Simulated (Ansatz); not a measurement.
Method: DFT PBE, scalar-relativistic, plane waves, PAW in Ansatz. Settings: cutoff 420 eV, Γ-centred meshes spaced at most about 0.3 Å⁻¹, and about 0.25 Å⁻¹ or finer for metals (2π included), Gaussian smearing. No spin polarisation.

Temperature and zero-point effects are left out.

Compare these two cells of ZnSe7, each relaxed at this level.

A.

```xyz
8
Lattice="3.8668 0.0000 0.0000 -1.9334 3.3488 0.0000 0.0000 0.0000 15.8769" Properties=species:S:1:pos:R:3 pbc="T T T"
Zn    0.0000    0.0000    2.2636
Se    0.0000    0.0000   15.4716
Se    0.0000    2.2325    3.0681
Se    0.0000    2.2325   13.9279
Se    0.0000    0.0000    7.8782
Se    0.0000    2.2325    9.4148
Se    1.9334    1.1163    6.3634
Se    1.9334    1.1163   12.4073
```

B.

```xyz
8
Lattice="3.5571 -3.6332 0.0000 3.5571 3.6332 0.0000 0.0000 0.0000 7.0156" Properties=species:S:1:pos:R:3 pbc="T T T"
Zn    3.5571    0.0000    0.0000
Se    3.5571    1.9206    3.5078
Se    3.5571   -1.9206    3.5078
Se    1.7786    1.8166    1.5466
Se    1.7786   -1.8166    5.4689
Se    1.7786    1.8166    5.4689
Se    1.7786   -1.8166    1.5466
Se    0.0000    0.0000    0.0000
```

Question: Which form is favoured at zero pressure, and by what margin per atom?

Answer: A is lower, by 239 meV/atom. A has space group P3m1 (No. 156), 25.7 Å³/atom and no gap on its mesh; B has space group Cmmm (No. 65), 22.7 Å³/atom and no gap. Counting Se atoms around Zn (those within 1.25 times the shortest such distance or 1.15 times the sum of covalent radii; a plus sign parts nearer from farther groups; the shortest distance is added where it is long for a bond), A has Zn 3+1 and B has Zn 8+4 from 3.0 Å. Both come from invented guesses.

No dispersion correction is applied, so the spacing and binding between layers, chains or molecules are poorly described (P3m1), and this can change margins and order among such cells. Cells relaxed within their symmetry can be saddle points.
